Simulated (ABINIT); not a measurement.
A calculation with ABINIT 10.8.3 (patched build) of Zn (native input, structure from a POSCAR):

run.abi

```
pp_dirpath "./"
pseudos "Zn.GGA_PBE-JTH.xml"

structure "poscar:POSCAR"
natom 1

ecut 22.0
pawecutdg 44.0

kptopt 1
ngkpt 12 12 12
nshiftk 1
shiftk 0.0 0.0 0.0

ixc 11

nband 10
occopt 3
tsmear 0.00183747

nstep 100
tolvrs 1.0e-9

iomode 3
prtwf 0
prtden 0
prteig 0
prtebands 0
```

Contents of POSCAR:

```
Zn
1.0
   -1.5690370000      1.5690370000      1.5690370000
    1.5690370000     -1.5690370000      1.5690370000
    1.5690370000      1.5690370000     -1.5690370000
Zn
1
Direct
    0.0000000000      0.0000000000      0.0000000000  Zn
```

Potentials or basis: JTH PAW PBE v2.0.

Run with:

```console
$ abinit run.abi > log 2>&1
```

This isn't the form of Zn at room conditions, which is hcp.

Problem. Write the same calculation in another form: ASE script, structure from a POSCAR.

Solution. As run:

File run.py:

```python
import json, os
import numpy as np
from ase.units import GPa
from ase.calculators.abinit import Abinit, AbinitProfile
from ase.io import read

atoms = read('POSCAR')

profile = AbinitProfile(command='abinit', pp_paths=[os.path.abspath('pseudos')])
params = dict(
    pps='pawxml', xc='PBE',
    ecut=598.6505,
    pawecutdg=1197.301,
    kptopt=1,
    ngkpt=[12, 12, 12],
    nshiftk=1,
    shiftk=[0.0, 0.0, 0.0],
    ixc=11,
    nband=10,
    occopt=3,
    tsmear=0.05,
    nstep=100,
    tolvrs=1e-09,
    prtwf=0,
    prtden=0,
)

atoms.calc = Abinit(profile=profile, directory='run', **params)
energy = atoms.get_potential_energy()
forces = atoms.get_forces()
stress = atoms.get_stress()
print(f'energy {energy:.6f} eV')
print('forces (eV/A)')
print(np.round(forces, 5))
print('stress (GPa, Voigt, tension positive)', np.round(stress / GPa, 4))
json.dump(dict(energy=energy, forces=forces.tolist(), stress=stress.tolist(), cell=atoms.cell.tolist(), frac=atoms.get_scaled_positions(wrap=False).tolist()), open('results.json', 'w'))
```

The input POSCAR:

```
Zn
1.0
   -1.5690370000      1.5690370000      1.5690370000
    1.5690370000     -1.5690370000      1.5690370000
    1.5690370000      1.5690370000     -1.5690370000
Zn
1
Direct
    0.0000000000      0.0000000000      0.0000000000
```

Potentials or basis: JTH PAW PBE v2.0.

Launch:

```sh
$ python run.py
```

Both were run:

|  | native input, structure from a POSCAR | ASE script, structure from a POSCAR |
| --- | --- | --- |
| Pressure | -0.6 GPa | -0.6 GPa |
| Band gap on the k mesh | none (metal or under the smearing width) | none (metal or under the smearing width) |
| Valence electrons inside the program's atomic spheres | Zn 10.74 (radii [1.2212] Å) | Zn 10.74 (radii [1.2212] Å) |

Keys that steer only the numerical path or the files written may differ.
